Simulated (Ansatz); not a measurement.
# SnSe2 (database structure): how the settings move a single-point run, part 2 of 2

Aim: see which settings change the result for SnSe2 (database structure), by how much, and at what cost.

Ansatz 0.2.0; reference level DFT PBE, plane waves, PAW, scalar-relativistic, no spin polarisation. The steps go on from the part before.

## Step 6: Variant: mp_grid.grid [4, 4, 2], scf.algorithm density_mixing, ecutwfc 350 eV

File input.yaml:

```yaml
crystal:
  lattice:
    - [1.905499, 3.300419, 0.0]
    - [-1.905499, 3.300419, 0.0]
    - [0.0, 0.0, 6.135998]
  atoms:
    - { symbol: Sn, position: [0.0, 0.0, 0.0] }
    - { symbol: Se, position: [0.3333, 0.3334, 0.249] }
    - { symbol: Se, position: [0.6667, 0.6666, 0.751] }
  symmetry: { tolerance: 0.0003 }
kpoints:
  mp_grid: { grid: [4, 4, 2], shift: [0, 0, 0] }
magnetization:
  spin_polarized: false
scf:
  occupations: { method: cold, width: 0.2973 }
  algorithm: density_mixing
hamiltonian:
  pseudopotentials: { kind: paw }
  xc: pbe
basis:
  ecutwfc: "350 eV"
output:
  forces: true
  stress: true
  eigenvalues: true
```

Command:

```console
$ ansatz run input.yaml --threads 1 --pin off --max-ram 2560MiB --backend cpu --events-out ev --progress --plain --runs-dir out
```

The log of the run:

```text
Warning: the atoms were moved onto the symmetric positions of the space group found under crystal.symmetry.tolerance 3.0e-4 (fractional; no operation is sought that the atoms, as they stand in a round, miss by more than twice it, and no atom is moved by as much as it), and the run uses the moved positions. Before a round's move an operation carried an atom to 3.81e-4 Å from where it should land, the largest such distance. Atom 1 (counting from 0) moved farthest, by 2.20e-4 Å; the longest move in fractions of the cell, of whichever atom, is 0.24 of the tolerance, in 1 round. To run the atoms as typed, lower crystal.symmetry.tolerance until the operations that they miss are no longer found, or set crystal.symmetry.detect: false (a key that needs symmetry detection or time reversal refuses this as the deck is read). The positions used, in the order of the run's atom list: position: [0.0, 0.0, 0.0]; position: [0.3333333333333333, 0.3333333333333333, 0.249]; position: [0.6666666666666666, 0.6666666666666666, 0.751]; The lattice was moved too: crystal.lattice misses the space group found at crystal.symmetry.tolerance 3.0e-4 in a digit that the deck types, which is why this is a warning: making the lattice exact moves one of its numbers by a whole unit of that number's last typed decimal, or more. The operation that it misses by the most changes a squared length by the fraction 1.09e-6. The run uses the lattice that is a stretch of the typed one, with no rotation, onto the one that keeps every operation to a double's rounding (on a very oblique basis the stretch itself rounds by more); the deck's lattice vector that moved farthest moved by 1.20e-6 Å. To run the lattice as typed, set crystal.symmetry.tolerance under 1.09e-6, the least fraction by which an operation that the lattice misses changes a squared length (the same key also sets how far an atom may lie from its image, so lowering it can lose operations that the atoms keep only within it), or set crystal.symmetry.detect: false, as for the atoms. crystal.lattice made exact, in Å and degrees: [[1.9054983990443728, 3.3004200408860083, 0.0], [-1.9054983990443728, 3.3004200408860083, 0.0], [0.0, 0.0, 6.135998]]. Pasted over the deck's crystal.lattice, beside positions in fractional coordinates, it runs the same cell (given as lengths and angles, that cell in the form's own orientation, a rigid turn of the misfit's size from the one run here, for which a checkpoint.post_process_only pass over this run's state can be refused: where this run relaxes nothing, give such a pass this deck's own crystal.lattice, as typed; behind a relaxation, as crystal.lattice, the state's own cell, identity.cell in its checkpoint.json), and a matrix so pasted ends this notice, except on a very skew basis of the lattice, where the rounding of the pasted numbers themselves can read as a misfit: the cell is then moved again, and that move is told again. The lattice as run is in this notice's lattice.as_run_ang field (Run.prep()["deck_notices"] in Python, the deck_notice line of an events file, deck_notices of ansatz run --dry-run=json, or deck_notices in record.json in the deck's checkpoint.write directory).
Warning: basis.ecutwfc = 350 eV is below the records' recommended 420 eV, and the density's cutoff is lower with it unless basis.ecutrho_ratio is high enough to keep the records' density cutoff: compare with a run at a higher cutoff
Warning: RAYON_NUM_THREADS=1 ignored (pool sized by the plan → 1); use --threads N
Engine: ansatz 0.2.0, x86_64-unknown-linux-gnu
Pseudopotentials: kind: paw
Pseudopotential: Sn, paw, valence charge 14, recommended cutoff 420 eV (normal), Sn.paw.azcp
Pseudopotential: Se, paw, valence charge 16, recommended cutoff 420 eV (normal), Se.paw.azcp
Functional definition: PBE
  parameter kappa = 0.804
  parameter beta = 0.06672455060314922
  exchange = pbe_x(kappa = kappa, mu = beta*pi^2/3)
  correlation = pbe_c(beta = beta)
Crystal: 3 atoms, lattice volume = 77.178 Å³
Basis set: ecut = 350 eV, 1117 PW (Γ), exchange–correlation on 48×48×80 points (8 copies of the dense FFT grid, shifted against one another)
Bands: 28, of which v1, the nominal top of the filled ones, is band 23 counted from 1 (22 counted from 0)
Symmetry: 12 space group operations
Space group: P-3m1 (ITA 164), of the structure as read, at distance tolerance 1.3e-3 Å
k-points: 8 of 32
Non-local potential: Sn, projectors of the file, l = 0: 2, l = 1: 2, l = 2: 2, l = 3: 2
Non-local potential: Se, projectors of the file, l = 0: 2, l = 1: 2, l = 2: 3, l = 3: 1
PAW form: soft (Blöchl's): semilocal exchange-correlation on the pseudo side does not see the compensation charge
PAW one-centre angular grid: Sn, 590 points (default); XC on 64 Gauss nodes
PAW one-centre angular grid: Se, 590 points (default); XC on 64 Gauss nodes
Initial density: superposition of atomic densities (neutral atoms: chi_scale 0, normalization atom), corrected by the library's trained network
Initial wavefunctions: pseudopotential atomic-orbital guess
Functional: x = pbe(κ = 0.804, μ = 0.2195149727645171), c = pbe(β = 0.06672455060314922)
SCF iter   1: F=—  HF=-16963.038646 eV  |F-HF|=—  |Δ(HF+E_count)|=         —  Δρ=2.20e-3  dr2=6.02e-3  ethr=1.77e-3  ⟨swp⟩=5.4  Hψ=909  notcnv=0
preconditioner: auto → Resta (q_TF=auto, 2.503 Å⁻¹)  ε∞=2.8  [insulator: Δε(μ)=0.895 eV  Ē_g=16.265 eV  σ=0.297 eV  W_gap=0.99  n_scr=22 (ndim 8)  ℏωp=21.6 eV  f_vac=0.081  D(μ)=0.00/eV (n_scr^D=0)  ε∞_Penn≈2.8]
SCF iter   2: F=—  HF=-16963.023721 eV  |F-HF|=—  |Δ(HF+E_count)|=   1.92e-3  S|Δr|=   4.03e-2  Δρ=9.05e-4  dr2=5.67e-4  ethr=1.31e-5  ⟨swp⟩=2.9  Hψ=458  notcnv=0
SCF iter   3: F=—  HF=-16963.021771 eV  |F-HF|=—  |Δ(HF+E_count)|=   1.27e-4  S|Δr|=   6.32e-3  Δρ=4.17e-4  dr2=1.23e-4  ethr=1.23e-6  ⟨swp⟩=2.1  Hψ=392  notcnv=0
SCF iter   4: F=—  HF=-16963.021238 eV  |F-HF|=—  |Δ(HF+E_count)|=   1.25e-4  S|Δr|=   1.84e-3  Δρ=1.28e-4  dr2=1.21e-5  ethr=2.68e-7  ⟨swp⟩=2.0  Hψ=281  notcnv=0
SCF iter   5: F=—  HF=-16963.021544 eV  |F-HF|=—  |Δ(HF+E_count)|=   1.32e-5  S|Δr|=   9.80e-4  Δρ=3.15e-5  dr2=8.21e-7  ethr=2.63e-8  ⟨swp⟩=2.0  Hψ=285  notcnv=0
SCF iter   6: F=—  HF=-16963.021637 eV  |F-HF|=—  |Δ(HF+E_count)|=   6.90e-6  S|Δr|=   2.85e-4  Δρ=8.40e-6  dr2=5.78e-8  ethr=2.17e-10  ⟨swp⟩=7.2  Hψ=1065  notcnv=0
SCF iter   7: F=—  HF=-16963.021713 eV  |F-HF|=—  |Δ(HF+E_count)|=   1.13e-6  S|Δr|=   2.37e-4  Δρ=2.37e-6  dr2=3.80e-9  ethr=1.26e-10  ⟨swp⟩=3.1  Hψ=926  notcnv=0
SCF iter   8: F=-16963.021708 eV  HF=-16963.021708 eV  |F-HF|=9.57e-10  |Δ(HF+E_count)|=   1.64e-7  S|Δr|=   1.61e-5  Δρ=5.74e-7  dr2=2.18e-10  ethr=8.26e-12  ⟨swp⟩=1.9  Hψ=665  notcnv=0
Mixer restart at iter 8: flushing history
SCF iter   9: F=—  HF=-16963.173443 eV  |F-HF|=—  |Δ(HF+E_count)|=         —  Δρ=3.36e-4  dr2=6.88e-5  ethr=1.00e-12  ⟨swp⟩=2.0  Hψ=327  notcnv=0
SCF iter  10: F=—  HF=-16963.173442 eV  |F-HF|=—  |Δ(HF+E_count)|=   1.55e-6  S|Δr|=   1.79e-7  Δρ=1.03e-4  dr2=7.48e-6  ethr=1.00e-12  ⟨swp⟩=6.0  Hψ=874  notcnv=0
SCF iter  11: F=—  HF=-16963.173437 eV  |F-HF|=—  |Δ(HF+E_count)|=   4.84e-6  S|Δr|=   5.14e-8  Δρ=2.30e-5  dr2=5.51e-7  ethr=1.00e-12  ⟨swp⟩=4.9  Hψ=799  notcnv=0
SCF iter  12: F=-16963.173437 eV  HF=-16963.173437 eV  |F-HF|=1.48e-7  |Δ(HF+E_count)|=   1.72e-8  S|Δr|=   4.49e-9  Δρ=9.50e-6  dr2=9.67e-8  ethr=1.00e-12  ⟨swp⟩=2.2  Hψ=974  notcnv=0
SCF 1 converged in 12 iterations: F = -16963.173437 eV  dr2 = 9.67e-8
SCF converged after 12 iterations
Stability not checked: this state was not tested for a lower state beside it, because cold or Methfessel-Paxton smearing, or corrected tetrahedra, fill the levels in a way that the test cannot read (fill_not_monotonic; see scf.lower_state_search)
Free energy (F): -16963.173437 eV
F+E_penalty+E_count: -16963.173438 eV  (lagrangian_ev)
Harris-Foulkes:  -16963.173437 eV  (|F-HF|=1.48e-7)
Internal energy: -16963.173437 eV  (E = F + TS)
E sigma→0 (E₀):  -16963.173437 eV
Fermi energy:    8.630844 eV
Smearing:        width narrowed from 0.2973 eV (input) to 0.1170 eV after iteration 8, whose occupations did not sum to the number of electrons (Fermi level in a gap)
Step filling:    the computed levels leave a gap of 0.8762 eV = 7.5 smearing widths at the electron count; against every level under it full and every level over it empty, smearing changes F+E_penalty+E_count by +6.71e-8 meV and its σ→0 estimate by -1.90e-6 meV
--- Per-component energies (eV) ---
  E_band       = -856.789052
  E_kinetic    = 427.087105
  E_local      = -6102.268083  (includes V_loc(G=0)·N_el)
  E_nonlocal   = -1222.372487
  E_hartree    = 3129.166901
  E_xc         = -590.592479
  E_vxc        = -292.376472  (∫ρ·V_xc dr)
  E_paw        = -7963.998349  (= ΣΔE_a)
  E_vpaw       = 74.801046  (= ΣTr[D̂ρ^β])
  E_aug_tail   = 0.001431  (compensation charges beyond the density's cutoff)
  E_ewald      = -4640.197477
  E_smearing   = 0.000000  (= −TS)
  E_closure    = 0.000000  (closes the sum)
  E_count      = -0.000001  (occupations off the electron count; not in F)
  Σ components = -16963.173437   (vs F -16963.173437, Δ=0.00e0)
--- Forces (eV/Å), atoms counted from 1 ---
  atom   1  Sn     0.00000000     0.00000000     0.00000000
  atom   2  Se     0.00000000    -0.00000000     0.74756762
  atom   3  Se    -0.00000000     0.00000000    -0.74756762
  max |Σ_I F_I| component: 9.25e-18 eV/Å
--- Stress (GPa, compression-positive) ---
        5.897304      -0.000000       0.000000
       -0.000000       5.897304       0.000000
        0.000000       0.000000       5.891041
  P = ⅓ Tr σ = 5.8952 GPa (58.952 kbar)
--- Band table (eV; the first three rows and the last of 8) ---
  k-point 0: bands = ["-38.6429", "-38.6429", "-38.6429", "-38.6429", "-38.6143", "-38.6143", "-38.6137", "-38.6137", "-38.6030", "-38.6027", "-13.1530", "-13.1530", "-13.1211", "-13.1031", "-13.1031", "-5.8699", "-4.0885", "2.0604", "7.4333", "7.4333", "7.7387", "7.7387", "8.1220", "9.2192", "11.0777", "12.7689", "12.7689", "16.2608"]
  k-point 1: bands = ["-38.6429", "-38.6429", "-38.6429", "-38.6429", "-38.6142", "-38.6142", "-38.6139", "-38.6139", "-38.6029", "-38.6028", "-13.1530", "-13.1530", "-13.1210", "-13.1031", "-13.1031", "-5.6986", "-4.4271", "2.9839", "6.0828", "7.3423", "7.3423", "7.8919", "7.8919", "10.5751", "11.0476", "12.4968", "12.4968", "16.3028"]
  k-point 2: bands = ["-38.6429", "-38.6428", "-38.6426", "-38.6425", "-38.6144", "-38.6143", "-38.6139", "-38.6137", "-38.6028", "-38.6026", "-13.1831", "-13.1395", "-13.1167", "-13.1010", "-13.0944", "-5.2670", "-3.7510", "1.9335", "4.5250", "5.7879", "6.1385", "7.9136", "7.9979", "10.1307", "12.0861", "13.5469", "13.8531", "14.7433"]
  k-point 7: bands = ["-38.6427", "-38.6426", "-38.6424", "-38.6424", "-38.6142", "-38.6141", "-38.6141", "-38.6140", "-38.6025", "-38.6025", "-13.1930", "-13.1547", "-13.1099", "-13.0989", "-13.0802", "-4.1952", "-3.6503", "1.0169", "3.7546", "4.4021", "5.2223", "7.4367", "7.6792", "10.4673", "12.6892", "13.5860", "14.2324", "15.4629"]
```

Wall time 0.96 s (1 thread of Intel Xeon 6975P-C (Granite Rapids), shared host); peak memory 0.34 GiB.

Changing the k-point mesh, solver and cutoff moves the energy by +21.6 meV/atom, and the gap on the mesh goes from 0.80 to 0.88 eV. More than one kind of setting changed, and this run alone doesn't tell their shares apart. A gap read on a mesh depends on which points the mesh holds, and a coarse mesh shifts the density too. The log warns that the cutoff is under what these potentials recommend, so the shift holds truncation error. Cost: 12 SCF cycles against 13, 0.96 s against 1.6 s. The variant is not converged in its settings.

## Step 7: Side by side

This closing draws on all 2 parts.

| run | ending | energy change | pressure (GPa) | gap (eV) | force (eV/Å) | cycles | time |
| --- | --- | --- | --- | --- | --- | --- | --- |
| reference | converged | 0 | 5.7 | 0.80 | 0.74 | 13 | 1.6 s |
| 1: mixing.algorithm anderson, mixing.beta 0.5, mixing.ndim 8, n_extra_bands 2, lower_state_search light | converged | 0.0 meV/atom | 5.7 | 0.80 | 0.74 | 13 | 1.6 s |
| 2: preconditioner ldos, accuracy high | converged | 0.0 meV/atom | 5.7 | 0.80 | 0.74 | 15 | 1.8 s |
| 3: mixing.algorithm anderson, mixing.beta 0.7, mixing.ndim 16, lower_state_search full, pseudopotentials.source jth | converged | not comparable | 5.7 | 0.80 | 0.75 | 13 | 1.1 s |
| 4: mp_grid.grid [4, 4, 2], scf.algorithm density_mixing, ecutwfc 350 eV | converged | +21.6 meV/atom | 5.9 | 0.88 | 0.75 | 12 | 0.96 s |

Times don't compare one to one where runs were asked for different outputs or read a saved state (see the inputs); cycles may leave out searches for a lower state.

Residual by cycle in the longest SCF loop of each run; runs are numbered as in the table. The quantity is the density residual dr2, in eV.

| cycle | reference | run 1 | run 2 | run 3 | run 4 |
| --- | --- | --- | --- | --- | --- |
| 1 | 0.00413 | 0.00388 | 0.00413 | 0.77 | 0.00602 |
| 2 | 3.7e-4 | 4.4e-4 | 0.00823 | 0.49 | 5.7e-4 |
| 4 | 8.7e-6 | 8.8e-6 | 1.0e-5 | 0.00201 | 1.2e-5 |
| 5 | 5.5e-7 | 1.2e-6 | 1.6e-7 | 6.3e-5 | 8.2e-7 |
| 6 | 4.4e-8 | 7.4e-8 | 9.9e-9 | 3.1e-6 | 5.8e-8 |
| 7 | 2.8e-9 | 9.7e-9 | 5.0e-10 | 3.0e-7 | 3.8e-9 |
| 9 | 9.9e-5 | 9.9e-5 | 2.0e-5 | 1.1e-4 | 6.9e-5 |
| 10 | 1.2e-5 | 8.4e-6 | 8.3e-7 | 2.6e-5 | 7.5e-6 |
| 11 | 7.2e-7 | 2.8e-6 | 3.3e-7 | 1.3e-6 | 5.5e-7 |
| 12 | 1.5e-7 | 2.3e-7 | 5.4e-8 | 8.3e-7 | 9.7e-8 |
| 14 | - | - | 1.8e-10 | - | - |
| 15 | - | - | 1.6e-12 | - | - |

What this shows: Of the converged runs whose energies compare with the reference's, «mp_grid.grid [4, 4, 2], scf.algorithm density_mixing, ecutwfc 350 eV» moves the energy most (+21.6 meV/atom). Runs 3 and 4 ran under the cutoff that the potentials recommend, as the log warns, so basis error is mixed into their values, and swamps them where the cutoff is far short.

The gaps are Kohn-Sham values of a semilocal functional, not quasiparticle or optical gaps. Such gaps usually fall short of the measured ones.
